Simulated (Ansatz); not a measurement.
# CuO (Tenorite) (C2/c) in Ansatz: further runs

One crystal, CuO (Tenorite), is run at these levels: rPW86-PBE+rVV10; tasks: single point, equation of state.

Everything below comes from runs of Ansatz 0.2.0. Logs are shortened: lines on timing, memory, paths and dates and some standing lists are left out, and cuts for length are marked.

### 1 The crystal as given

Symmetry: C2/c, No. 15, monoclinic system. The conventional cell has a = 4.684 Å, b = 3.423 Å, c = 5.129 Å, α = 90.00°, β = 99.54°, γ = 90.00°. Cu (site symmetry -1) has 4 O at 1.95 to 1.96 Å as nearest neighbours. O (site symmetry 2) has 4 Cu at 1.95 to 1.96 Å as nearest neighbours.

### 2 Single point, rPW86-PBE+rVV10, 9.53 Å³/atom (volume scaled by 0.94)

The input, input.yaml:

```yaml
crystal:
  lattice:
    - [2.2940437287, -1.6763657078, 0.0]
    - [2.2940437287, 1.6763657078, 0.0]
    - [-0.8326750593, 0.0, 4.9546185987]
  atoms:
    - { symbol: Cu, position: [0.5, 0.0, 0.5] }
    - { symbol: Cu, position: [0.0, 0.5, 0.0] }
    - { symbol: O, position: [0.4184, 0.5816, 0.75] }
    - { symbol: O, position: [0.5816, 0.4184, 0.25] }
hamiltonian:
  xc: { exchange: rpw86, correlation: pbe }
  pseudopotentials: { kind: paw }
  dispersion: rvv10
kpoints:
  mp_grid: { grid: [10, 10, 5] }
scf:
  occupations: { method: fermi_dirac, width: 0.05 }
output:
  forces: true
  stress: true
  eigenvalues: true
```

Potentials or basis: Ansatz PAW.

The run is started by

```console
$ ansatz run input.yaml --threads 2 --pin off --max-ram 5120MiB --backend cpu --events-out ev --progress --plain --runs-dir out
```

Log:

```text
Warning: RAYON_NUM_THREADS=2 ignored (pool sized by the plan → 2); use --threads N
Engine: ansatz 0.2.0, x86_64-unknown-linux-gnu
Pseudopotentials: kind: paw
Pseudopotential: Cu, paw, valence charge 19, recommended cutoff 420 eV (normal), Cu.paw.azcp
Pseudopotential: O, paw, valence charge 6, recommended cutoff 420 eV (normal), O.paw.azcp
Functional definition: unnamed
  exchange = rpw86_x
  correlation = pbe_c + rvv10(6.3, 0.0093)
Crystal: 4 atoms, lattice volume = 38.108 Å³
Basis set: ecut = 420 eV, 759 PW (Γ), exchange–correlation on 48×48×80 points (8 copies of the dense FFT grid, shifted against one another)
Bands: 30, of which v1, the nominal top of the filled ones, is band 25 counted from 1 (24 counted from 0)
Symmetry: 4 space group operations
Space group: C2/c (ITA 15), of the structure as read, at distance tolerance 3.4e-5 Å
k-points: 141 of 500
Non-local potential: Cu, projectors of the file, l = 0: 3, l = 1: 2, l = 2: 3, l = 3: 1
Non-local potential: O, projectors of the file, l = 0: 2, l = 1: 2, l = 2: 1
PAW form: soft (Blöchl's): semilocal exchange-correlation on the pseudo side does not see the compensation charge
rVV10 density: all electrons in the spheres
PAW frozen core: Cu, regenerated for the run's functional, and the local potential with it (the file was generated under x = pbe(κ = 0.804, μ = 0.2195149727645171), c = pbe(β = 0.06672455060314922))
PAW frozen core: O, regenerated for the run's functional, and the local potential with it (the file was generated under x = pbe(κ = 0.804, μ = 0.2195149727645171), c = pbe(β = 0.06672455060314922))
PAW one-centre angular grid: Cu, 590 points (default); XC on 64 Gauss nodes
PAW one-centre angular grid: O, 110 points (default); XC on 64 Gauss nodes
Initial density: superposition of atomic densities (neutral atoms: chi_scale 0, normalization atom), corrected by the library's trained network
Initial wavefunctions: pseudopotential atomic-orbital guess
Functional: x = rpw86, c = pbe(β = 0.06672455060314922) + rvv10(b = 6.3, C = 0.0093)
SCF iter   1: F=—  HF=-14443.873259 eV  |F-HF|=—  |Δ(HF+E_count)|=         —  Δρ=2.47e-2  dr2=1.49e-1  ethr=1.77e-3  ⟨swp⟩=5.8  Hψ=14665  notcnv=0
preconditioner: auto → Kerker (q_TF=auto, 2.855 Å⁻¹)  [metal: Δε(μ)=0.014 eV  Ē_g=11.643 eV  σ=0.050 eV  W_gap=0.07  n_scr=18 (ndim 8)  ℏωp=35.1 eV  f_vac=0.000  D(μ)=2.33/eV (n_scr^D=26)]
SCF iter   2: F=—  HF=-14443.846096 eV  |F-HF|=—  |Δ(HF+E_count)|=   2.72e-2  Δρ=7.55e-3  dr2=1.51e-2  ethr=2.97e-4  ⟨swp⟩=2.8  Hψ=7665  notcnv=0
SCF iter   3: F=—  HF=-14443.842923 eV  |F-HF|=—  |Δ(HF+E_count)|=   3.17e-3  Δρ=3.06e-3  dr2=2.77e-3  ethr=3.01e-5  ⟨swp⟩=2.1  Hψ=6767  notcnv=0
SCF iter   4: F=—  HF=-14443.842469 eV  |F-HF|=—  |Δ(HF+E_count)|=   4.54e-4  Δρ=6.60e-4  dr2=9.59e-5  ethr=5.54e-6  ⟨swp⟩=2.4  Hψ=6316  notcnv=0
SCF iter   5: F=—  HF=-14443.842483 eV  |F-HF|=—  |Δ(HF+E_count)|=   1.37e-5  Δρ=1.35e-4  dr2=4.45e-6  ethr=1.92e-7  ⟨swp⟩=2.0  Hψ=6343  notcnv=0
SCF iter   6: F=—  HF=-14443.842483 eV  |F-HF|=—  |Δ(HF+E_count)|=   4.87e-7  Δρ=3.40e-5  dr2=3.83e-7  ethr=8.90e-9  ⟨swp⟩=2.5  Hψ=7272  notcnv=0
SCF iter   7: F=-14443.842483 eV  HF=-14443.842483 eV  |F-HF|=1.87e-8  |Δ(HF+E_count)|=   1.48e-7  Δρ=1.29e-5  dr2=5.68e-8  ethr=2.00e-10  ⟨swp⟩=4.2  Hψ=15848  notcnv=0
SCF 1 converged in 7 iterations: F = -14443.842483 eV  dr2 = 5.68e-8
SCF converged after 7 iterations
Free energy (F): -14443.842483 eV
Harris-Foulkes:  -14443.842483 eV  (|F-HF|=1.87e-8)
Internal energy: -14443.824134 eV  (E = F + TS)
E sigma→0 (E₀):  -14443.833308 eV
Entropy (-TS):   -0.018349 eV (-4.587 meV/atom)
Fermi energy:    13.588690 eV
--- Per-component energies (eV) ---
  E_band       = -805.757787
  E_kinetic    = 948.849354
  E_local      = -9416.119725  (includes V_loc(G=0)·N_el)
  E_nonlocal   = 865.219586
  E_hartree    = 4092.100021
  E_xc         = -322.837754
  E_vxc        = -416.981209  (∫ρ·V_xc dr)
  E_paw        = -3705.369680  (= ΣΔE_a)
  E_vpaw       = -970.927574  (= ΣTr[D̂ρ^β])
  E_aug_tail   = 0.004255  (compensation charges beyond the density's cutoff)
  E_ewald      = -6905.291809
  E_core_change = -0.378382  (= ΣΔE_core)
  E_smearing   = -0.018349  (= −TS)
  E_closure    = 0.000000  (closes the sum)
  Σ components = -14443.842483   (vs F -14443.842483, Δ=0.00e0)
--- Forces (eV/Å), atoms counted from 1 ---
  atom   1  Cu     0.00000000    -0.00000000     0.00000000
  atom   2  Cu     0.00000000     0.00000000     0.00000000
  atom   3  O      0.00000000     0.00271527     0.00000000
  atom   4  O      0.00000000    -0.00271527     0.00000000
  max |Σ_I F_I| component: 1.26e-29 eV/Å
--- Stress (GPa, compression-positive) ---
       22.470198       0.000000      -3.368360
        0.000000      19.682752       0.000000
       -3.368355       0.000000      24.280141
  P = ⅓ Tr σ = 22.1444 GPa (221.444 kbar)
--- Band table (eV; the first three rows and the last of 141) ---
  k-point 0: bands = ["-99.5702", "-99.5693", "-56.9329", "-56.9326", "-56.8958", "-56.8842", "-56.4862", "-56.4855", "-6.9816", "-5.4654", "4.7522", "7.5143", "7.9220", "9.9045", "10.1215", "10.1488", "10.1701", "10.2885", "10.6004", "10.6905", "10.9466", "11.1372", "11.2055", "11.7377", "13.7896", "14.5847", "15.4860", "19.6595", "21.9889", "27.0696"]
  k-point 1: bands = ["-99.5700", "-99.5693", "-56.9328", "-56.9326", "-56.8947", "-56.8853", "-56.4861", "-56.4856", "-6.8612", "-5.6431", "5.1652", "7.6038", "7.9606", "9.2921", "9.5527", "9.6082", "10.3073", "10.5083", "10.7960", "10.8302", "11.0533", "11.2677", "11.4736", "11.6239", "13.7469", "14.4151", "16.0154", "19.1675", "22.7813", "27.1163"]
  k-point 2: bands = ["-99.5698", "-99.5695", "-56.9327", "-56.9326", "-56.8919", "-56.8883", "-56.4860", "-56.4858", "-6.5270", "-6.0667", "6.2689", "7.7432", "7.8296", "8.0299", "9.1337", "9.1942", "10.4717", "10.5779", "10.8861", "10.9803", "11.0215", "11.2634", "11.7584", "11.8847", "13.7130", "14.0108", "17.1183", "18.2300", "24.4802", "26.4274"]
  k-point 140: bands = ["-99.5679", "-99.5677", "-56.9502", "-56.9485", "-56.8905", "-56.8881", "-56.4974", "-56.4962", "-5.3887", "-5.2788", "6.1429", "6.7041", "7.3929", "7.5144", "7.9242", "8.3177", "10.4193", "10.7466", "11.0961", "11.1183", "11.6543", "11.6764", "12.0949", "12.2168", "12.8781", "13.5677", "18.0582", "19.2895", "22.4236", "23.2123"]
```

It took 6.2 s on 2 threads of Intel Xeon Platinum 8259CL at 2.50GHz (Skylake/Cascade Lake), shared host; peak memory 0.5 GiB.

What came out:

```yaml
Free_energy: -14443.8425 eV
Pressure: 22.1 GPa
Band_gap_on_the_k_mesh: none (metal or under the smearing width)
```

Caveat: the pressure holds a Pulay correction of +0.8 GPa for the finite cutoff; the run has no spin polarisation, though such a crystal can be magnetic; semilocal functionals often make such compounds metallic where correlation or magnetic order opens a gap, which also shifts bond lengths; pairwise dispersion overbinds metals, which lowers pressure and volume; the PAW data sets come from PBE, with cores solved anew for the run's functional, which leaves a small shift of forces and pressure.

### 3 Single point, rPW86-PBE+rVV10, 9.73 Å³/atom (volume scaled by 0.96)

input.yaml: that of step 2 with these lines changed.

```diff
@@ -2,5 +2,5 @@
   lattice:
-    - [2.2940437287, -1.6763657078, 0.0]
-    - [2.2940437287, 1.6763657078, 0.0]
-    - [-0.8326750593, 0.0, 4.9546185987]
+    - [2.3101994985, -1.6881714891, 0.0]
+    - [2.3101994985, 1.6881714891, 0.0]
+    - [-0.8385391614, 0.0, 4.9895114286]
   atoms:
```

Potentials or basis: Ansatz PAW.

The run is started by

```console
$ ansatz run input.yaml --threads 2 --pin off --max-ram 5120MiB --backend cpu --events-out ev --progress --plain --runs-dir out
```

Run time: 5.6 s. Hardware: 2 threads of Intel Xeon Platinum 8259CL at 2.50GHz (Skylake/Cascade Lake), shared host; peak memory 0.5 GiB.

The run converged. Its results:

```
Free energy            : -14443.9411 eV
Pressure               : 16.9 GPa
Largest force          : 0.076 eV/Å
Band gap on the k mesh : none (metal or under the smearing width)
```

Caveat: the pressure holds a Pulay correction of +0.8 GPa for the finite cutoff; the run has no spin polarisation, though such a crystal can be magnetic; semilocal functionals often make such compounds metallic where correlation or magnetic order opens a gap, which also shifts bond lengths; pairwise dispersion overbinds metals, which lowers pressure and volume; the PAW data sets come from PBE, with cores solved anew for the run's functional, which leaves a small shift of forces and pressure.

### 4 Single point, rPW86-PBE+rVV10, 9.93 Å³/atom (volume scaled by 0.98)

input.yaml: that of step 3 with these lines changed.

```diff
@@ -2,5 +2,5 @@
   lattice:
-    - [2.3101994985, -1.6881714891, 0.0]
-    - [2.3101994985, 1.6881714891, 0.0]
-    - [-0.8385391614, 0.0, 4.9895114286]
+    - [2.3261324123, -1.699814419, 0.0]
+    - [2.3261324123, 1.699814419, 0.0]
+    - [-0.8443223728, 0.0, 5.0239229397]
   atoms:
```

The run is started by

```console
$ ansatz run input.yaml --threads 2 --pin off --max-ram 5120MiB --backend cpu --events-out ev --progress --plain --runs-dir out
```

It took 5.8 s on 2 threads of Intel Xeon Platinum 8259CL at 2.50GHz (Skylake/Cascade Lake), shared host; peak memory 0.5 GiB.

It converged, with:

```yaml
Free_energy: -14444.0145 eV
Pressure: 12.2 GPa
Largest_force: 0.148 eV/Å
Band_gap_on_the_k_mesh: none (metal or under the smearing width)
```

Caveat: the pressure holds a Pulay correction of +0.8 GPa for the finite cutoff; the run has no spin polarisation, though such a crystal can be magnetic; semilocal functionals often make such compounds metallic where correlation or magnetic order opens a gap, which also shifts bond lengths; pairwise dispersion overbinds metals, which lowers pressure and volume; the PAW data sets come from PBE, with cores solved anew for the run's functional, which leaves a small shift of forces and pressure.

### 5 Single point, rPW86-PBE+rVV10, 10.13 Å³/atom

input.yaml: that of step 4 with these lines changed.

```diff
@@ -2,5 +2,5 @@
   lattice:
-    - [2.3261324123, -1.699814419, 0.0]
-    - [2.3261324123, 1.699814419, 0.0]
-    - [-0.8443223728, 0.0, 5.0239229397]
+    - [2.34185, -1.7113, 0.0]
+    - [2.34185, 1.7113, 0.0]
+    - [-0.8500274268, 0.0, 5.0578693947]
   atoms:
```

The run is started by

```console
$ ansatz run input.yaml --threads 2 --pin off --max-ram 5120MiB --backend cpu --events-out ev --progress --plain --runs-dir out
```

Wall time 5.6 s (2 threads of Intel Xeon Platinum 8259CL at 2.50GHz (Skylake/Cascade Lake), shared host); peak memory 0.51 GiB.

The run converged. Its results:

```
Free energy            : -14444.0654 eV
Pressure               : 8.0 GPa
Largest force          : 0.214 eV/Å
Band gap on the k mesh : none (metal or under the smearing width)
```

Caveat: the pressure holds a Pulay correction of +0.8 GPa for the finite cutoff; the run has no spin polarisation, though such a crystal can be magnetic; semilocal functionals often make such compounds metallic where correlation or magnetic order opens a gap, which also shifts bond lengths; pairwise dispersion overbinds metals, which lowers pressure and volume; the PAW data sets come from PBE, with cores solved anew for the run's functional, which leaves a small shift of forces and pressure.

### 6 Single point, rPW86-PBE+rVV10, 10.34 Å³/atom (volume scaled by 1.02)

input.yaml: that of step 5 with these lines changed.

```diff
@@ -2,5 +2,5 @@
   lattice:
-    - [2.34185, -1.7113, 0.0]
-    - [2.34185, 1.7113, 0.0]
-    - [-0.8500274268, 0.0, 5.0578693947]
+    - [2.3573593924, -1.7226334429, 0.0]
+    - [2.3573593924, 1.7226334429, 0.0]
+    - [-0.8556569116, 0.0, 5.0913661947]
   atoms:
```

Potentials or basis: Ansatz PAW.

The run is started by

```console
$ ansatz run input.yaml --threads 2 --pin off --max-ram 5120MiB --backend cpu --events-out ev --progress --plain --runs-dir out
```

It took 5.3 s on 2 threads of Intel Xeon Platinum 8259CL at 2.50GHz (Skylake/Cascade Lake), shared host; peak memory 0.51 GiB.

It converged, with:

```
Free energy            : -14444.0962 eV
Pressure               : 4.2 GPa
Largest force          : 0.275 eV/Å
Band gap on the k mesh : none (metal or under the smearing width)
```

Caveat: the pressure holds a Pulay correction of +0.8 GPa for the finite cutoff; the run has no spin polarisation, though such a crystal can be magnetic; semilocal functionals often make such compounds metallic where correlation or magnetic order opens a gap, which also shifts bond lengths; pairwise dispersion overbinds metals, which lowers pressure and volume; the PAW data sets come from PBE, with cores solved anew for the run's functional, which leaves a small shift of forces and pressure.

### 7 Single point, rPW86-PBE+rVV10, 10.54 Å³/atom (volume scaled by 1.04)

input.yaml: that of step 6 with these lines changed.

```diff
@@ -2,5 +2,5 @@
   lattice:
-    - [2.3573593924, -1.7226334429, 0.0]
-    - [2.3573593924, 1.7226334429, 0.0]
-    - [-0.8556569116, 0.0, 5.0913661947]
+    - [2.3726673498, -1.7338196878, 0.0]
+    - [2.3726673498, 1.7338196878, 0.0]
+    - [-0.861213281, 0.0, 5.1244279405]
   atoms:
@@ -22 +22,5 @@
   eigenvalues: true
+  write_density: true
+  write_potential: true
+  elf: true
+  volumetric_format: npy
```

The run is started by

```console
$ ansatz run input.yaml --threads 2 --pin off --max-ram 5120MiB --backend cpu --events-out ev --progress --plain --runs-dir out
```

Run time: 7.5 s. Hardware: 2 threads of Intel Xeon Platinum 8259CL at 2.50GHz (Skylake/Cascade Lake), shared host; peak memory 0.52 GiB.

It converged, with:

* Free energy: -14444.1088 eV
* Pressure: 0.8 GPa
* Largest force: 0.330 eV/Å
* Band gap on the k mesh: none (metal or under the smearing width)

Caveat: the pressure holds a Pulay correction of +0.8 GPa for the finite cutoff; the run has no spin polarisation, though such a crystal can be magnetic; semilocal functionals often make such compounds metallic where correlation or magnetic order opens a gap, which also shifts bond lengths; pairwise dispersion overbinds metals, which lowers pressure and volume; the PAW data sets come from PBE, with cores solved anew for the run's functional, which leaves a small shift of forces and pressure.

### 8 Single point, rPW86-PBE+rVV10, 10.74 Å³/atom (volume scaled by 1.06)

input.yaml: that of step 7 with these lines changed.

```diff
@@ -2,5 +2,5 @@
   lattice:
-    - [2.3726673498, -1.7338196878, 0.0]
-    - [2.3726673498, 1.7338196878, 0.0]
-    - [-0.861213281, 0.0, 5.1244279405]
+    - [2.3877802882, -1.744863423, 0.0]
+    - [2.3877802882, 1.744863423, 0.0]
+    - [-0.8666988638, 0.0, 5.157068489]
   atoms:
@@ -22,5 +22 @@
   eigenvalues: true
-  write_density: true
-  write_potential: true
-  elf: true
-  volumetric_format: npy
```

The run is started by

```console
$ ansatz run input.yaml --threads 2 --pin off --max-ram 5120MiB --backend cpu --events-out ev --progress --plain --runs-dir out
```

Run time: 6.6 s. Hardware: 2 threads of Intel Xeon Platinum 8259CL at 2.50GHz (Skylake/Cascade Lake), shared host; peak memory 0.51 GiB.

The run converged. Its results:

```
Free energy            : -14444.1051 eV
Pressure               : -2.2 GPa
Largest force          : 0.381 eV/Å
Band gap on the k mesh : none (metal or under the smearing width)
```

Caveat: the pressure holds a Pulay correction of +0.7 GPa for the finite cutoff; the run has no spin polarisation, though such a crystal can be magnetic; semilocal functionals often make such compounds metallic where correlation or magnetic order opens a gap, which also shifts bond lengths; pairwise dispersion overbinds metals, which lowers pressure and volume; the PAW data sets come from PBE, with cores solved anew for the run's functional, which leaves a small shift of forces and pressure.

### 9 Equation of state, rPW86-PBE+rVV10

Potentials or basis: Ansatz PAW.

This step only gathers the single runs of the series.

Results:

| Property | Result |
| --- | --- |
| Equilibrium volume | 10.59 Å³/atom |
| Bulk modulus at fixed shape and positions | 163 GPa |
| Pressure derivative of the bulk modulus | 4.7 |

Energy against volume, from the lowest point:
| volume (Å³/atom) | energy (meV/atom) |
| --- | --- |
| 9.527 | 66.57 |
| 9.730 | 41.91 |
| 9.932 | 23.56 |
| 10.135 | 10.83 |
| 10.338 | 3.15 |
| 10.540 | 0.00 |
| 10.743 | 0.91 |

Caveat: the potentials were made for another functional, which shifts forces and pressure; the cell was scaled at fixed shape and fractional positions, which overstates the stiffness of a crystal with free parameters, most of all of layers and chains; the run has no spin polarisation, though such a crystal can be magnetic.
